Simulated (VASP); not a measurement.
# Y (R-3m) in VASP: further runs, part 2 of 2

VASP 6.6.1. The steps go on from the part before.

## 3. Single point, PBE, collinear spin, typed start

This run uses another cell than the first one, of 33.57 Å³/atom, 1.032 times its volume.

INCAR

```
SYSTEM = Y
ALGO     = Normal         ! electronic algorithm
EDIFF    = 1E-6           ! SCF threshold, eV
ENCUT    = 520            ! plane-wave cutoff, eV
GGA      = PE             ! functional
ISIF     = 2              ! what is computed and relaxed
ISMEAR   = 0              ! smearing method
ISPIN    = 2              ! spin polarisation
LASPH    = .True.         ! aspherical terms in the spheres
LCHARG   = .False.        ! write CHGCAR
LMAXMIX  = 4              ! l up to which the mixer works
LORBIT   = 11             ! projections on sites
LREAL    = .False.        ! projectors in reciprocal space
LWAVE    = .False.        ! write WAVECAR
MAGMOM   = -1 0 0         ! initial moments
NBANDS   = 28             ! bands
NELM     = 150            ! most SCF steps
PREC     = Accurate       ! precision mode
SIGMA    = 0.1            ! smearing width, eV
```

KPOINTS

```
k-points
0
Gamma
  6 6 6
  0 0 0
```

POSCAR

```
Y
1.0
    1.8253862983      1.0538872707      8.7249510165
   -1.8253862983      1.0538872707      8.7249510165
    0.0000000000     -2.1077745414      8.7249510165
Y
3
Direct
    0.0000000000      0.0000000000      0.0000000000
    0.2211244500      0.2211244500      0.2211244500
    0.7788755500      0.7788755500      0.7788755500
```

Potentials or basis: VASP PAW PBE potentials, release 64 (Y_sv).

Run with:

```bash
$ cat potpaw_PBE.64/Y_sv/POTCAR > POTCAR
$ mpirun -np 1 vasp_std > vasp.out
```

OUTCAR:

```text
SYSTEM = Y
   EDIFF = 1E-6
   ENCUT = 520
   GGA = PE
   ISIF = 2
   ISMEAR = 0
   ISPIN = 2
   LASPH = .True.
   LORBIT = 11
   LREAL = .False.
   NELM = 150
   PREC = Accurate

 ion  position               nearest neighbor table
   1  0.000  0.000  0.000-   3 3.62   3 3.62   2 3.62   2 3.62   3 3.62   2 3.62
   2  0.221  0.221  0.221-   3 3.55   3 3.55   3 3.55   1 3.62   1 3.62   1 3.62
   3  0.779  0.779  0.779-   2 3.55   2 3.55   2 3.55   1 3.62   1 3.62   1 3.62

  LATTYP: Found a trigonal (rhomboedric) cell.
 ALAT       =     8.9759391574
 COS(alpha) =     0.9172858582

  Lattice vectors:

 A1 = (   1.8253862983,   1.0538872707,   8.7249510165)
 A2 = (  -1.8253862983,   1.0538872707,   8.7249510165)
 A3 = (   0.0000000000,  -2.1077745414,   8.7249510165)

Analysis of symmetry for initial positions (statically):
=====================================================================
 Subroutine PRICEL returns:
 Original cell was already a primitive cell.

 Routine SETGRP: Setting up the symmetry group for a
 trigonal (rhombohedral) supercell.

 Subroutine GETGRP returns: Found 12 space group operations
 (whereof 12 operations were pure point group operations)
 out of a pool of 12 trial point group operations.

The static configuration has the point symmetry D_3d.

Analysis of symmetry for dynamics (positions and initial velocities):
=====================================================================
 Subroutine PRICEL returns:
 Original cell was already a primitive cell.

 Routine SETGRP: Setting up the symmetry group for a
 trigonal (rhombohedral) supercell.

 Subroutine GETGRP returns: Found 12 space group operations
 (whereof 12 operations were pure point group operations)
 out of a pool of 12 trial point group operations.

The dynamic configuration has the point symmetry D_3d.

Analysis of structural, dynamic, and magnetic symmetry:
=====================================================================
[... 163 lines left out ...]

 E-fermi :   2.9457     XC(G=0):  -9.3411

 val. band max:        2.9341169805   @ k =  -0.1667   0.1667   0.1667
 cond. band min:       3.0034737264   @ k =  -0.3333   0.1667   0.0000
 fundamental gap:      0.0693567459
 Fermi energy:         2.9456744159

 spin component 1

 k-point     1 :       0.0000    0.0000    0.0000
  band No.  band energies     occupation
      1     -39.8464      1.00000
      2     -39.7889      1.00000
      3     -39.7605      1.00000
      4     -19.9462      1.00000
      5     -19.9418      1.00000
      6     -19.6388      1.00000
[... 733 lines left out ...]
     27       8.1340      0.00000
     28       8.3560      0.00000

 [... further k-points ...]

 spin component 2

 k-point     1 :       0.0000    0.0000    0.0000
  band No.  band energies     occupation
      1     -39.8474      1.00000
      2     -39.7874      1.00000
      3     -39.7586      1.00000
      4     -19.9470      1.00000
      5     -19.9396      1.00000
      6     -19.6403      1.00000
[... 733 lines left out ...]
     27       8.1357      0.00000
     28       8.3592      0.00000

 [... further k-points ...]

------------------------ aborting loop because EDIFF is reached ----------------------------------------

  FORCE on cell =-STRESS in cart. coord.  units (eV):
  Direction    XX          YY          ZZ          XY          YZ          ZX
  --------------------------------------------------------------------------------------
  -------------------------------------------------------------------------------------
  Total       -0.7201020     -0.7201020     -1.0487100      0.0000000      0.0000000      0.0000000
  in kB      -11.4562216    -11.4562216    -16.6840998      0.0000000      0.0000000      0.0000000
  external PRESSURE =     -13.1988477 kB  Pullay stress =       0.0000000 kB

 VOLUME and BASIS-vectors are now :
 -----------------------------------------------------------------------------
  energy-cutoff  :      520.00
  volume of cell :      100.71
      direct lattice vectors                 reciprocal lattice vectors
     1.825386298  1.053887271  8.724951017     0.273914623  0.158144681  0.038204608
    -1.825386298  1.053887271  8.724951017    -0.273914623  0.158144681  0.038204608
     0.000000000 -2.107774541  8.724951017     0.000000000 -0.316289363  0.038204608

 POSITION                                       TOTAL-FORCE (eV/Angst)
 -----------------------------------------------------------------------------------
      0.00000      0.00000      0.00000         0.000000     -0.000000      0.000000
      0.00000      0.00000      5.78790         0.000000     -0.000000      0.119224
      0.00000      0.00000     20.38695         0.000000      0.000000     -0.119224
 -----------------------------------------------------------------------------------
    total drift:                               -0.000000     -0.000000      0.000000

  FREE ENERGIE OF THE ION-ELECTRON SYSTEM (eV)
  ---------------------------------------------------
  free  energy   TOTEN  =       -19.2992506605 eV

  energy  without entropy=      -19.2787623077  energy(sigma->0) =      -19.28900648

 total charge

# of ion       s       p       d       f       tot
--------------------------------------------------
    1        2.275   6.192   0.912   0.006   9.385
    2        2.277   6.211   0.910   0.006   9.404
    3        2.277   6.211   0.910   0.006   9.404
--------------------------------------------------
tot          6.829  18.613   2.733   0.018  28.193

 magnetization (x)

# of ion       s       p       d       f       tot
--------------------------------------------------
    1       -0.000  -0.001  -0.002  -0.000  -0.002
    2        0.000   0.001   0.002   0.000   0.004
    3        0.000   0.001   0.002   0.000   0.004
--------------------------------------------------
tot          0.000   0.002   0.003   0.000   0.005
```

OSZICAR:

```text
N       E                     dE             d eps       ncg     rms          rms(c)
DAV:   1     0.149493939732E+03    0.14949E+03   -0.15860E+04  3592   0.112E+03
DAV:   2    -0.591775314079E+01   -0.15541E+03   -0.14812E+03  4268   0.272E+02
DAV:   3    -0.192407059799E+02   -0.13323E+02   -0.12976E+02  6244   0.440E+01
DAV:   4    -0.197640660790E+02   -0.52336E+00   -0.52002E+00  4588   0.909E+00
DAV:   5    -0.197875797540E+02   -0.23514E-01   -0.23503E-01  5356   0.152E+00    0.392E+01
DAV:   6    -0.193542094891E+02    0.43337E+00   -0.94099E-01  4092   0.423E+00    0.239E+01
DAV:   7    -0.194563718084E+02   -0.10216E+00   -0.22253E+00  4796   0.620E+00    0.107E+01
DAV:   8    -0.192877488994E+02    0.16862E+00   -0.85006E-01  5152   0.309E+00    0.208E+00
DAV:   9    -0.192931913985E+02   -0.54425E-02   -0.10665E-01  4784   0.140E+00    0.131E+00
DAV:  10    -0.192937800064E+02   -0.58861E-03   -0.20817E-02  4860   0.770E-01    0.654E-01
DAV:  11    -0.192969346246E+02   -0.31546E-02   -0.98049E-03  4428   0.460E-01    0.238E-01
DAV:  12    -0.192981329905E+02   -0.11984E-02   -0.13611E-03  5112   0.152E-01    0.260E-01
DAV:  13    -0.192987443232E+02   -0.61133E-03   -0.48917E-04  5076   0.739E-02    0.105E-01
DAV:  14    -0.192990825141E+02   -0.33819E-03   -0.36144E-04  4440   0.554E-02    0.786E-02
DAV:  15    -0.192992376234E+02   -0.15511E-03   -0.39922E-04  4680   0.577E-02    0.257E-02
DAV:  16    -0.192992496830E+02   -0.12060E-04   -0.43322E-05  5304   0.191E-02    0.278E-02
DAV:  17    -0.192992506605E+02   -0.97755E-06   -0.10994E-06  3372   0.385E-03
   1 F= -.19299251E+02 E0= -.19289006E+02  d E =-.204884E-01  mag=     0.0068
```

stdout:

```text
POSCAR found type information on POSCAR Y
 POSCAR found :  1 types and       3 ions
 scaLAPACK will be used
 LDA part: xc-table for (Slater+PW92), standard interpolation
 POSCAR, INCAR and KPOINTS ok, starting setup
 FFT: planning ... GRIDC
 FFT: planning ... GRID_SOFT
 FFT: planning ... GRID
 WAVECAR not read
 entering main loop
```

Run time: 12 min. Hardware: 1 thread of Intel Xeon 6975P-C (Granite Rapids), shared host; peak memory 0.99 GiB.

What came out:

| Property | Result |
| --- | --- |
| Free energy | -19.2993 eV |
| Pressure | -1.3 GPa |
| Largest force | 0.119 eV/Å |
| Band gap on the k mesh | none (metal or under the smearing width) |
| Net moment | 0.01 μB per cell |
| Valence electrons inside the program's atomic spheres | Y 9.38, 9.40 |

Forces in eV/Å, atoms in the order of the input:
```
Y    0.000  0.000  0.000
Y    0.000  0.000  0.119
Y    0.000  0.000 -0.119
```

Stress tensor (GPa, compression positive):
```
-1.15  0.00  0.00
 0.00 -1.15  0.00
 0.00  0.00 -1.67
```

Levels at points of the mesh, in eV from the Fermi level:
Spin up:
```
           k point  band 14  band 15  band 16  band 17  band 18  band 19
(0.00, 0.00, 0.00)    -2.59    -2.56     0.46     0.63     1.56     1.56
(0.50, 0.00, 0.00)    -1.50    -1.29    -0.50    -0.39     0.09     0.99
(0.50, 0.50, 0.00)    -1.54    -1.32    -0.73    -0.13     0.20     1.18
(0.50, 0.50, 0.50)    -4.04    -1.90     0.67     1.22     1.36     1.57
```
Spin down:
```
           k point  band 14  band 15  band 16  band 17  band 18  band 19
(0.00, 0.00, 0.00)    -2.59    -2.55     0.46     0.63     1.56     1.56
(0.50, 0.00, 0.00)    -1.50    -1.29    -0.49    -0.39     0.09     0.99
(0.50, 0.50, 0.00)    -1.53    -1.32    -0.73    -0.12     0.20     1.18
(0.50, 0.50, 0.50)    -4.03    -1.89     0.67     1.22     1.37     1.58
```
